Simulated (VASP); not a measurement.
# Se: molecular dynamics at constant energy

Se, P2_12_12 (no. 18), 8 atoms in the cell. PBE, molecular dynamics; PAW potentials Se (PBE set).

Ensemble: NVE; Starting temperature (K): 1600.

## Input

INCAR:
```
GGA = PE
PREC = Normal
ENCUT = 210
EDIFF = 1E-6
NELMIN = 4
NELM = 60
ALGO = Fast
LREAL = Auto
LASPH = True
ISMEAR = -1
SIGMA = 0.069
ISYM = 0
LWAVE = False
LCHARG = False
IBRION = 0
NSW = 60
POTIM = 3.0
TEBEG = 1600
ISIF = 2
RANDOM_SEED = 41811 0 0
MDALGO = 1
ANDERSEN_PROB = 0.0
KPAR = 2
```

KPOINTS:
```
k-points
0
Gamma
  3 2 2
```

POSCAR:
```
Se
1.0
    4.8681583976      0.0000000000      0.0000000000
    0.0000000000      7.9093295400      0.0000000000
    0.0000000000      0.0000000000      5.4804039912
Se
8
Direct
    0.1740806000      0.0989541900      0.3680818000
    0.1740806000      0.0989541900      0.8680818000
    0.3259194000      0.5989541900      0.1319182000
    0.3259194000      0.5989541900      0.6319182000
    0.8259194000      0.9010458100      0.3680818000
    0.8259194000      0.9010458100      0.8680818000
    0.6740806000      0.4010458100      0.1319182000
    0.6740806000      0.4010458100      0.6319182000
```

Commands:
```
cat potpaw_PBE.64/Se/POTCAR > POTCAR
mpirun -np 2 vasp_std > vasp.out
```

## Result

- Spread of the conserved energy (meV/atom): 1.07
- Rise of the mean potential energy above the start (meV/atom): 38.0
- Mean temperature (K): 1255
- Electronic steps per ionic step after the first: 5.8

Course of the run:

| Time (fs) | Temperature (K) | Potential energy less the first (meV/atom) | Conserved energy less the first (meV/atom) |
|---|---|---|---|
| 3 | 1589 | 0.0 | 0.00 |
| 18 | 1123 | 53.2 | 0.46 |
| 30 | 1218 | 42.3 | 0.42 |
| 45 | 1870 | -32.2 | -0.41 |
| 57 | 1486 | 11.8 | 0.18 |
| 72 | 1034 | 63.1 | 0.35 |
| 84 | 1049 | 61.4 | 0.31 |
| 99 | 1222 | 41.7 | 0.23 |
| 111 | 1285 | 34.5 | 0.20 |
| 126 | 1168 | 47.9 | 0.28 |
| 138 | 1066 | 59.4 | 0.30 |
| 153 | 1085 | 57.3 | 0.27 |
| 165 | 1230 | 40.6 | 0.04 |
| 180 | 1232 | 40.5 | 0.19 |

The mean temperature lies below the starting 1600 K, since the atoms start on their sites and part of their kinetic energy turns into potential energy.

REPORT:
```
MDALGO =   1
         ANDERSEN_PROB =  0.00000000
               SCALING =       0
                 CNEXP =     9.000   14.000
           RANDOM_SEED =             41811                0                0

   original number of atomic DOF:         21
   number of independent constraints:      0
   number of active DOF:                  21

========================================
         MD step No.       1
========================================

  Atomic velocities initialized by STEP_tb

  >Energies
                    E_tot             E_pot             E_kin               EPS                ES
   e_b>   -0.24708777E+02   -0.26146390E+02    0.14376134E+01    0.00000000E+00    0.00000000E+00

  >Temperature
               T_sim     T_inst
   tmprt>   1600.000   1588.829

  >Thermostat, num. of collisions:                0

           RANDOM_SEED =             41811               96                0

[... steps left out ...]

========================================
         MD step No.      60
========================================

  >Energies
                    E_tot             E_pot             E_kin               EPS                ES
   e_b>   -0.24707246E+02   -0.25821994E+02    0.11147482E+01    0.00000000E+00    0.00000000E+00

  >Temperature
               T_sim     T_inst
   tmprt>   1600.000   1232.004

  >Thermostat, num. of collisions:                0

           RANDOM_SEED =             41811             2928                0
```

OSZICAR:
```
N       E                     dE             d eps       ncg     rms          rms(c)
DAV:   1     0.179420121002E+03    0.17942E+03   -0.11889E+04   464   0.675E+02
DAV:   2    -0.125634189325E+02   -0.19198E+03   -0.18565E+03   624   0.169E+02
DAV:   3    -0.258824867903E+02   -0.13319E+02   -0.12875E+02   544   0.498E+01
DAV:   4    -0.261864108995E+02   -0.30392E+00   -0.30133E+00   599   0.743E+00
DAV:   5    -0.261955162248E+02   -0.91053E-02   -0.90901E-02   603   0.101E+00    0.115E+01
RMM:   6    -0.261592377862E+02    0.36278E-01   -0.25872E-02   464   0.811E-01    0.694E+00
RMM:   7    -0.261454418156E+02    0.13796E-01   -0.60844E-02   464   0.130E+00    0.152E-01
RMM:   8    -0.261462652251E+02   -0.82341E-03   -0.75413E-03   496   0.391E-01    0.113E-01
RMM:   9    -0.261462944098E+02   -0.29185E-04   -0.18900E-03   535   0.144E-01    0.734E-02
RMM:  10    -0.261463691693E+02   -0.74759E-04   -0.43048E-04   491   0.842E-02    0.248E-02
RMM:  11    -0.261463904413E+02   -0.21272E-04   -0.13041E-04   536   0.370E-02    0.150E-02
RMM:  12    -0.261463897577E+02    0.68359E-06   -0.28100E-05   508   0.156E-02    0.735E-03
[... left out ...]
[... last step whole ...]
       N       E                     dE             d eps       ncg     rms          rms(c)
DAV:   1    -0.258218049359E+02    0.56931E-02   -0.13340E-02   848   0.291E+00    0.313E-02
RMM:   2    -0.258219833398E+02   -0.17840E-03   -0.20010E-03   464   0.208E-01    0.227E-02
RMM:   3    -0.258219955447E+02   -0.12205E-04   -0.15405E-04   471   0.673E-02    0.198E-02
RMM:   4    -0.258219957566E+02   -0.21186E-06   -0.33310E-05   522   0.244E-02    0.152E-02
RMM:   5    -0.258219939179E+02    0.18387E-05   -0.20769E-05   462   0.169E-02    0.253E-03
RMM:   6    -0.258219944420E+02   -0.52409E-06   -0.48393E-06   344   0.834E-03
     60 T=  1232. E= -.24707246E+02 F= -.25821994E+02 E0= -.25789203E+02  EK= 0.11147E+01 SP= 0.00E+00 SK= 0.00E+00
```

Limits: 180 fs of 8 atoms are too short for converged averages; the cell is only 4.9 Å across, so each atom moves in step with near copies of itself.

VASP 6.6.1 took 302 s on 2 cores (Intel Xeon Platinum 8259CL @ 2.50GHz (Skylake/Cascade Lake)), a shared host.
